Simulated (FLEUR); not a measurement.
# Ti (P6/mmm) in FLEUR: settings compared, part 2 of 2

FLEUR MaX-R8.1 (later development tree). Earlier steps stand in the parts before.

### Step 4. Band structure, TPSS

The input, inp.xml:

```xml
<?xml version="1.0" encoding="UTF-8" standalone="no"?>
<fleurInput fleurInputVersion="0.39">
   <comment>
      Ti                                                                                                  
   </comment>
   <calculationSetup>
      <cutoffs Kmax="4.3" Gmax="13.3" GmaxXC="13.3" numbands="0"/>
      <scfLoop itmax="80" minDistance="0.0001" maxIterBroyd="30" imix="Anderson" alpha="0.05" precondParam="0.0" spinf="2.0" sdNocoIR="T"/>
      <coreElectrons ctail="F" frcor="F" kcrel="0" coretail_lmax="0"/>
      <xcFunctional name="LibXC" relativisticCorrections="F">
         <LibXCName exchange="mgga_x_tpss" correlation="mgga_c_tpss"/>
         <AuxGGA exchange="117" correlation="130"/>
      </xcFunctional>
      <magnetism jspins="1"/>
      <soc l_soc="F" theta="0.0" phi="0.0" spav="F"/>
      <expertModes spex="0" secvar="F"/>
      <geometryOptimization l_f="F" forcealpha="1.0" forcemix="BFGS" epsdisp="0.00001" epsforce="0.00001"/>
      <ldaU l_linMix="F" mixParam="0.05" spinf="1.0"/>
   </calculationSetup>
   <cell>
      <bzIntegration valenceElectrons="36.0" mode="hist" fermiSmearingEnergy="0.00183747">
         <kPointListSelection listName="default-1"/>
         <!-- k-points included here -->
         <xi:include xmlns:xi="http://www.w3.org/2001/XInclude" href="kpts.xml"> </xi:include>
      </bzIntegration>
      <!-- symmetry operations included here -->
      <xi:include xmlns:xi="http://www.w3.org/2001/XInclude" href="sym.xml"> </xi:include>
      <bulkLattice scale="1.0">
         <bravaisMatrix>
            <row-1>    8.6310875382253194     0.0000000000000000     0.0000000000000000</row-1>
            <row-2>   -4.3155437691126597     7.4747410703805031     0.0000000000000000</row-2>
            <row-3>    0.0000000000000000     0.0000000000000000     5.3408276315200558</row-3>
         </bravaisMatrix>
      </bulkLattice>
   </cell>
   <atomSpecies>
      <species name="Titanium (Ti)" element="Ti" atomicNumber="22">
         <mtSphere radius="2.28" gridPoints="763" logIncrement="0.016"/>
         <atomicCutoffs lmax="9" lnonsphr="9"/>
         <electronConfig flipSpins="F">
            <coreConfig>(1s1/2) (2s1/2) (2p1/2) (2p3/2)</coreConfig>
            <valenceConfig>(3s1/2) (3p1/2) (3p3/2) (4s1/2) (3d3/2) (3d5/2)</valenceConfig>
            <stateOccupation state="(3d3/2)" spinUp="0.400000" spinDown="0.400000"/>
            <stateOccupation state="(3d5/2)" spinUp="0.600000" spinDown="0.600000"/>
         </electronConfig>
         <energyParameters s="4" p="4" d="3" f="4"/>
         <lo type="SCLO" l="0" n="3" eDeriv="0"/>
         <lo type="SCLO" l="1" n="3" eDeriv="0"/>
         <lo type="SCLO" l="1" n="3" eDeriv="1"/>
         <lo type="SCLO" l="2" n="3" eDeriv="2"/>
         <lo type="SCLO" l="3" n="4" eDeriv="2"/>
      </species>
   </atomSpecies>
   <atomGroups>
      <atomGroup species="Titanium (Ti)">
         <relPos label="                   1">-1.000/3.000 1.000/3.000 1.000/2.000</relPos>
         <relPos label="                   2">1.000/3.000 -1.000/3.000 1.000/2.000</relPos>
         <force calculate="T" relaxXYZ="TTT"/>
      </atomGroup>
      <atomGroup species="Titanium (Ti)">
         <relPos label="                   3">.0000000000 .0000000000 .0000000000</relPos>
         <force calculate="T" relaxXYZ="TTT"/>
      </atomGroup>
   </atomGroups>
   <output dos="F" band="F" slice="F">
      <checks vchk="F" cdinf="F"/>
      <bandDOS minEnergy="-.5*Htr" maxEnergy="0.5*Htr" sigma="0.015" storeEVData="T"/>
      <vacuumDOS vacdos="F" integ="F" star="F" nstars="0" locx1="0.0" locy1="0.0" locx2="0.0" locy2="0.0" nstm="0" tworkf="0.0"/>
      <unfoldingBand unfoldBand="F" supercellX="1" supercellY="1" supercellZ="1"/>
      <plotting iplot="0" polar="F">
         <plot TwoD="T" vec1="  1.0  0.0  0.0" vec2="  0.0  1.0  0.0" vec3="  0.0  0.0  1.0" zero="  0.0  0.0  0.0" file="plot"/>
      </plotting>
      <chargeDensitySlicing numkpt="0" minEigenval="0.0" maxEigenval="0.0" nnne="0" pallst="F"/>
      <specialOutput eonly="F"/>
      <moessbauerParams electricFieldGradient="T" isomerShift="T" coreHyperfine="T" valenceHyperfine="T"/>
      <magneticCircularDichroism mcd="F" energyLo="-10.0" energyUp="0.0"/>
   </output>
  <!-- We include the file relax.xml here to enable relaxations (see documentation) -->
  <xi:include xmlns:xi="http://www.w3.org/2001/XInclude" href="relax.xml"> <xi:fallback/> </xi:include>
</fleurInput>
```

The input, crystal.txt:

```
Ti
&input cartesian=F /
4.5673748306  0.0000000000  0.0000000000
-2.2836874153  3.9554626319  0.0000000000
0.0000000000  0.0000000000  2.8262442700
1.8897261246
1.0 1.0 1.0

3
22 0.6666666666  0.3333333332  0.5000000000
22 0.3333333332  0.6666666666  0.5000000000
22 -0.0000000001  -0.0000000001  0.0000000000

&kpt div1=7 div2=7 div3=9 gamma=T /
```

The input, inp.xml (bands):

```
<?xml version="1.0" encoding="UTF-8" standalone="no"?>
<fleurInput fleurInputVersion="0.39">
   <comment>
      Ti                                                                                                  
   </comment>
   <calculationSetup>
      <cutoffs Kmax="4.3" Gmax="13.3" GmaxXC="13.3" numbands="0"/>
      <scfLoop itmax="80" minDistance="0.0001" maxIterBroyd="30" imix="Anderson" alpha="0.05" precondParam="0.0" spinf="2.0" sdNocoIR="T"/>
      <coreElectrons ctail="F" frcor="F" kcrel="0" coretail_lmax="0"/>
      <xcFunctional name="LibXC" relativisticCorrections="F">
         <LibXCName exchange="mgga_x_tpss" correlation="mgga_c_tpss"/>
         <AuxGGA exchange="117" correlation="130"/>
      </xcFunctional>
      <magnetism jspins="1"/>
      <soc l_soc="F" theta="0.0" phi="0.0" spav="F"/>
      <expertModes spex="0" secvar="F"/>
      <geometryOptimization l_f="F" forcealpha="1.0" forcemix="BFGS" epsdisp="0.00001" epsforce="0.00001"/>
      <ldaU l_linMix="F" mixParam="0.05" spinf="1.0"/>
   </calculationSetup>
   <cell>
      <bzIntegration valenceElectrons="36.0" mode="hist" fermiSmearingEnergy="0.00183747">
         <kPointListSelection listName="path-1"/>
         <!-- k-points included here -->
         <xi:include xmlns:xi="http://www.w3.org/2001/XInclude" href="kpts.xml"> </xi:include>
      </bzIntegration>
      <!-- symmetry operations included here -->
      <xi:include xmlns:xi="http://www.w3.org/2001/XInclude" href="sym.xml"> </xi:include>
      <bulkLattice scale="1.0">
         <bravaisMatrix>
            <row-1>    8.6310875382253194     0.0000000000000000     0.0000000000000000</row-1>
            <row-2>   -4.3155437691126597     7.4747410703805031     0.0000000000000000</row-2>
            <row-3>    0.0000000000000000     0.0000000000000000     5.3408276315200558</row-3>
         </bravaisMatrix>
      </bulkLattice>
   </cell>
   <atomSpecies>
      <species name="Titanium (Ti)" element="Ti" atomicNumber="22">
         <mtSphere radius="2.28" gridPoints="763" logIncrement="0.016"/>
         <atomicCutoffs lmax="9" lnonsphr="9"/>
         <electronConfig flipSpins="F">
            <coreConfig>(1s1/2) (2s1/2) (2p1/2) (2p3/2)</coreConfig>
            <valenceConfig>(3s1/2) (3p1/2) (3p3/2) (4s1/2) (3d3/2) (3d5/2)</valenceConfig>
            <stateOccupation state="(3d3/2)" spinUp="0.400000" spinDown="0.400000"/>
            <stateOccupation state="(3d5/2)" spinUp="0.600000" spinDown="0.600000"/>
         </electronConfig>
         <energyParameters s="4" p="4" d="3" f="4"/>
         <lo type="SCLO" l="0" n="3" eDeriv="0"/>
         <lo type="SCLO" l="1" n="3" eDeriv="0"/>
         <lo type="SCLO" l="1" n="3" eDeriv="1"/>
         <lo type="SCLO" l="2" n="3" eDeriv="2"/>
         <lo type="SCLO" l="3" n="4" eDeriv="2"/>
      </species>
   </atomSpecies>
   <atomGroups>
      <atomGroup species="Titanium (Ti)">
         <relPos label="                   1">-1.000/3.000 1.000/3.000 1.000/2.000</relPos>
         <relPos label="                   2">1.000/3.000 -1.000/3.000 1.000/2.000</relPos>
         <force calculate="T" relaxXYZ="TTT"/>
      </atomGroup>
      <atomGroup species="Titanium (Ti)">
         <relPos label="                   3">.0000000000 .0000000000 .0000000000</relPos>
         <force calculate="T" relaxXYZ="TTT"/>
      </atomGroup>
   </atomGroups>
   <output dos="F" band="T" slice="F">
      <checks vchk="F" cdinf="F"/>
      <bandDOS minEnergy="-.5*Htr" maxEnergy="0.5*Htr" sigma="0.015" storeEVData="T"/>
      <vacuumDOS vacdos="F" integ="F" star="F" nstars="0" locx1="0.0" locy1="0.0" locx2="0.0" locy2="0.0" nstm="0" tworkf="0.0"/>
      <unfoldingBand unfoldBand="F" supercellX="1" supercellY="1" supercellZ="1"/>
      <plotting iplot="0" polar="F">
         <plot TwoD="T" vec1="  1.0  0.0  0.0" vec2="  0.0  1.0  0.0" vec3="  0.0  0.0  1.0" zero="  0.0  0.0  0.0" file="plot"/>
      </plotting>
      <chargeDensitySlicing numkpt="0" minEigenval="0.0" maxEigenval="0.0" nnne="0" pallst="F"/>
      <specialOutput eonly="F"/>
      <moessbauerParams electricFieldGradient="T" isomerShift="T" coreHyperfine="T" valenceHyperfine="T"/>
      <magneticCircularDichroism mcd="F" energyLo="-10.0" energyUp="0.0"/>
   </output>
  <!-- We include the file relax.xml here to enable relaxations (see documentation) -->
  <xi:include xmlns:xi="http://www.w3.org/2001/XInclude" href="relax.xml"> <xi:fallback/> </xi:include>
</fleurInput>
```

Potentials or basis: all-electron, FLAPW.

Command:

```sh
> inpgen -f crystal.txt -profile fastHighL
> # inp.xml edited to the form shown
> fleur_MPI
> fleur_MPI   # second run, on inp.xml (bands)
```

The program printed:

```text
Welcome to FLEUR        (www.flapw.de)
      MaX-Release 8.1          (www.max-centre.eu)
 func_ids         231         202         231         202
 MetaGGA potential functional detected - V_tau will be computed
 Auxiliary Potential for radial basis: exchange=         117  correlation=         130
The functional 'Tao, Perdew, Staroverov & Scuseria' is an exchange functional, it belongs to the 'MGGA' family and is defined in the reference(s):
[1] J. Tao, J. P. Perdew, V. N. Staroverov, and G. E. Scuseria.,  Phys. Rev. Lett. 91, 146401 (2003)
[2] J. P. Perdew, J. Tao, V. N. Staroverov, and G. E. Scuseria.,  J. Chem. Phys. 120, 6898 (2004)
The functional 'Tao, Perdew, Staroverov & Scuseria' is a correlation functional, it belongs to the 'MGGA' family and is defined in the reference(s):
[1] J. Tao, J. P. Perdew, V. N. Staroverov, and G. E. Scuseria.,  Phys. Rev. Lett. 91, 146401 (2003)
[2] J. P. Perdew, J. Tao, V. N. Staroverov, and G. E. Scuseria.,  J. Chem. Phys. 120, 6898 (2004)
 Using same functional for VXC and EXC

 ========== k-point set info ==========
 Selected k-point list: default-1
 k-point list type: mesh
 7 x 7 x 9
 Number of k points: 40

 ------------Calculation Setup---------------------------
 Number of MPI-tasks      :            1
 Number of PE/node        :            1
 Number of OMP-threads    :            1
 Most efficient MPI parallelization for:
           1           2           4           5           8          10          20          40
 Additional eigenvalue parallelization possible
 Number of basis functions:          581
 Approximate size of matrices (H+S) per k-point:         0.005 GB
 --------------------------------------------------------
The functional 'Hammer, Hansen, and Norskov' is an exchange functional, it belongs to the 'GGA' family and is defined in the reference(s):
[1] B. Hammer, L. B. Hansen, and J. K. Nørskov.,  Phys. Rev. B 59, 7413 (1999)
The functional 'Perdew, Burke & Ernzerhof' is a correlation functional, it belongs to the 'GGA' family and is defined in the reference(s):
[1] J. P. Perdew, K. Burke, and M. Ernzerhof.,  Phys. Rev. Lett. 77, 3865 (1996)
[2] J. P. Perdew, K. Burke, and M. Ernzerhof.,  Phys. Rev. Lett. 78, 1396 (1997)
 Using same functional for VXC and EXC
 Using auxiliary GGA potential for the first iteration of MetaGGA calculation.
 Reset of history
 Reset of history
 Iteration:     1   Distance:      18.15567035 me/bohr^3
The functional 'Hammer, Hansen, and Norskov' is an exchange functional, it belongs to the 'GGA' family and is defined in the reference(s):
[1] B. Hammer, L. B. Hansen, and J. K. Nørskov.,  Phys. Rev. B 59, 7413 (1999)
The functional 'Perdew, Burke & Ernzerhof' is a correlation functional, it belongs to the 'GGA' family and is defined in the reference(s):
[1] J. P. Perdew, K. Burke, and M. Ernzerhof.,  Phys. Rev. Lett. 77, 3865 (1996)
[2] J. P. Perdew, K. Burke, and M. Ernzerhof.,  Phys. Rev. Lett. 78, 1396 (1997)
 Using same functional for VXC and EXC
 Iteration:     2   Distance:      17.35611876 me/bohr^3
The functional 'Hammer, Hansen, and Norskov' is an exchange functional, it belongs to the 'GGA' family and is defined in the reference(s):
[1] B. Hammer, L. B. Hansen, and J. K. Nørskov.,  Phys. Rev. B 59, 7413 (1999)
The functional 'Perdew, Burke & Ernzerhof' is a correlation functional, it belongs to the 'GGA' family and is defined in the reference(s):
[1] J. P. Perdew, K. Burke, and M. Ernzerhof.,  Phys. Rev. Lett. 77, 3865 (1996)
[2] J. P. Perdew, K. Burke, and M. Ernzerhof.,  Phys. Rev. Lett. 78, 1396 (1997)
 Using same functional for VXC and EXC
 Iteration:     3   Distance:      16.29607937 me/bohr^3
The functional 'Hammer, Hansen, and Norskov' is an exchange functional, it belongs to the 'GGA' family and is defined in the reference(s):
[1] B. Hammer, L. B. Hansen, and J. K. Nørskov.,  Phys. Rev. B 59, 7413 (1999)
The functional 'Perdew, Burke & Ernzerhof' is a correlation functional, it belongs to the 'GGA' family and is defined in the reference(s):
[1] J. P. Perdew, K. Burke, and M. Ernzerhof.,  Phys. Rev. Lett. 77, 3865 (1996)
[2] J. P. Perdew, K. Burke, and M. Ernzerhof.,  Phys. Rev. Lett. 78, 1396 (1997)
 Using same functional for VXC and EXC
 Iteration:     4   Distance:       8.12752427 me/bohr^3
The functional 'Hammer, Hansen, and Norskov' is an exchange functional, it belongs to the 'GGA' family and is defined in the reference(s):
[1] B. Hammer, L. B. Hansen, and J. K. Nørskov.,  Phys. Rev. B 59, 7413 (1999)
The functional 'Perdew, Burke & Ernzerhof' is a correlation functional, it belongs to the 'GGA' family and is defined in the reference(s):
[1] J. P. Perdew, K. Burke, and M. Ernzerhof.,  Phys. Rev. Lett. 77, 3865 (1996)
[2] J. P. Perdew, K. Burke, and M. Ernzerhof.,  Phys. Rev. Lett. 78, 1396 (1997)
 Using same functional for VXC and EXC
 Iteration:     5   Distance:       7.22970581 me/bohr^3
The functional 'Hammer, Hansen, and Norskov' is an exchange functional, it belongs to the 'GGA' family and is defined in the reference(s):
[... 67 lines left out ...]
 Using same functional for VXC and EXC
 Iteration:    15   Distance:       0.00345255 me/bohr^3
The functional 'Hammer, Hansen, and Norskov' is an exchange functional, it belongs to the 'GGA' family and is defined in the reference(s):
[1] B. Hammer, L. B. Hansen, and J. K. Nørskov.,  Phys. Rev. B 59, 7413 (1999)
The functional 'Perdew, Burke & Ernzerhof' is a correlation functional, it belongs to the 'GGA' family and is defined in the reference(s):
[1] J. P. Perdew, K. Burke, and M. Ernzerhof.,  Phys. Rev. Lett. 77, 3865 (1996)
[2] J. P. Perdew, K. Burke, and M. Ernzerhof.,  Phys. Rev. Lett. 78, 1396 (1997)
 Using same functional for VXC and EXC
 Iteration:    16   Distance:       0.00142071 me/bohr^3
The functional 'Hammer, Hansen, and Norskov' is an exchange functional, it belongs to the 'GGA' family and is defined in the reference(s):
[1] B. Hammer, L. B. Hansen, and J. K. Nørskov.,  Phys. Rev. B 59, 7413 (1999)
The functional 'Perdew, Burke & Ernzerhof' is a correlation functional, it belongs to the 'GGA' family and is defined in the reference(s):
[1] J. P. Perdew, K. Burke, and M. Ernzerhof.,  Phys. Rev. Lett. 77, 3865 (1996)
[2] J. P. Perdew, K. Burke, and M. Ernzerhof.,  Phys. Rev. Lett. 78, 1396 (1997)
 Using same functional for VXC and EXC
 Iteration:    17   Distance:       0.00010070 me/bohr^3
The functional 'Hammer, Hansen, and Norskov' is an exchange functional, it belongs to the 'GGA' family and is defined in the reference(s):
[1] B. Hammer, L. B. Hansen, and J. K. Nørskov.,  Phys. Rev. B 59, 7413 (1999)
The functional 'Perdew, Burke & Ernzerhof' is a correlation functional, it belongs to the 'GGA' family and is defined in the reference(s):
[1] J. P. Perdew, K. Burke, and M. Ernzerhof.,  Phys. Rev. Lett. 77, 3865 (1996)
[2] J. P. Perdew, K. Burke, and M. Ernzerhof.,  Phys. Rev. Lett. 78, 1396 (1997)
 Using same functional for VXC and EXC
 Iteration:    18   Distance:       0.00004039 me/bohr^3

 ********************************************************************
 Run finished successfully
 Stop message:
   all done
 ********************************************************************
```

Wall time 2.1 min (1 thread of Arm Neoverse V1, shared host); peak memory 0.09 GiB.

What came out:

* Free energy: -69718.4327 eV
* Band gap along the path: none (metal or under the smearing width)
* Valence electrons inside the program's atomic spheres: Ti 10.14, 10.03 (radii Ti 2.28 bohr)

Levels at the corners of the path, in eV from the Fermi level:
```tsv
point	band 14	band 15	band 16	band 17	band 18	band 19	band 20	band 21	band 22	band 23
Γ	-1.97	-0.73	-0.73	-0.63	-0.63	-0.01	0.72	1.34	1.34	1.87
M	-3.59	-2.64	-0.41	-0.38	-0.35	0.08	0.56	1.06	1.09	1.97
K	-3.17	-3.17	-0.29	-0.29	-0.10	0.13	0.38	0.38	1.59	1.59
Γ	-1.97	-0.73	-0.73	-0.63	-0.63	-0.01	0.72	1.34	1.34	1.87
A	-2.10	-2.10	-1.78	-1.64	-1.64	1.10	1.10	1.29	1.29	3.04
L	-2.12	-1.71	-1.18	-0.72	-0.65	0.40	0.85	0.93	1.07	2.28
H	-1.44	-1.44	-1.14	-1.14	-0.97	0.68	0.68	0.82	0.82	2.21
A	-2.10	-2.10	-1.78	-1.64	-1.64	1.10	1.10	1.29	1.29	3.04
L	-2.12	-1.71	-1.18	-0.72	-0.65	0.40	0.85	0.93	1.07	2.28
M	-3.59	-2.64	-0.41	-0.38	-0.35	0.08	0.56	1.06	1.09	1.97
K	-3.17	-3.17	-0.29	-0.29	-0.10	0.13	0.38	0.38	1.59	1.59
H	-1.44	-1.44	-1.14	-1.14	-0.97	0.68	0.68	0.82	0.82	2.21
```

Core levels (eV from the Fermi level):
```
atom                                                   levels
1 Ti  1s1/2 -4862.9, 2s1/2 -531.1, 2p1/2 -442.1, 2p3/2 -436.3
2 Ti  1s1/2 -4862.9, 2s1/2 -531.1, 2p1/2 -442.1, 2p3/2 -436.3
3 Ti  1s1/2 -4863.2, 2s1/2 -531.6, 2p1/2 -442.5, 2p3/2 -436.8
```

Caveat: the meta-GGA is that of a development version, with a GGA for the radial functions and cores and without core tails.
